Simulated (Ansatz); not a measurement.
**I under changes of volume**

One of the cells (42.631 Å³/atom); the others are scaled copies at fixed shape and fractional positions:

```
CELL_PARAMETERS angstrom
3.63503 -2.39502 0.00000
3.63503 2.39502 0.00000
0.00000 0.00000 9.79344
ATOMIC_POSITIONS crystal
I 0.64930 0.35070 0.38440
I 0.14930 0.85070 0.11560
I 0.35070 0.64930 0.61560
I 0.85070 0.14930 0.88440
```

* Program: Ansatz 0.2.0
* Functional: PBE
* Potentials or basis: Ansatz PAW
* Cutoff: 420 eV (not typed: the program's choice for these potentials)
* k mesh: 7 × 7 × 3
* Occupations: fermi-dirac, width 0.05 eV
* Spin: no spin polarisation

| volume (Å³/atom) | energy over the lowest point (meV/atom) | pressure (GPa) | gap on the mesh (eV) | largest force (eV/Å) |
| --- | --- | --- | --- | --- |
| 40.073 | ? | ? | ? | ? |
| 40.926 | 41.41 | 3.0 | 1.42 | 1.246 |
| 41.778 | 27.02 | 2.4 | 1.37 | 1.045 |
| 42.631 | 16.04 | 1.8 | 1.33 | 0.859 |
| 43.483 | 8.08 | 1.2 | 1.28 | 0.688 |
| 44.336 | 2.83 | 0.8 | 1.24 | 0.530 |
| 45.189 | 0.00 | 0.3 | 1.20 | 0.386 |

Problem. What does the run at 40.073 Å³/atom give?

Solution. Energy over the lowest point 59.59 meV/atom; pressure 3.8 GPa; gap on the mesh 1.46 eV; largest force 1.464 eV/Å.

Worked out: A Birch-Murnaghan fit of order 3 (a polynomial in V^(-2/3)) to the other rows has its minimum at 45.90 Å³/atom, just outside them, with B0 = V·E''(V) = 19.8 GPa and B' = 5.1 at fixed shape and positions, which overstates the stiffness. It gives 59.63 meV/atom at 40.073 Å³/atom, against the run's 59.59, and -dE/dV = 3.8 GPa, against 3.8. A straight line through the other rows of the gap, of slope -2.22 eV per unit of ln V, extrapolates to 1.46 eV, against the run's 1.46.

Energies are extrapolated to zero smearing.

Caveats: odd divisions of the mesh miss points on the zone boundary, where band edges often lie, so the gap on the mesh can be too wide; spin-orbit coupling is left out, which moves the levels of the heavy elements; forces of over 1 eV/Å show positions far from the minimum, so gaps and moduli don't describe the material at rest (some runs).

A mesh can miss the band edges.
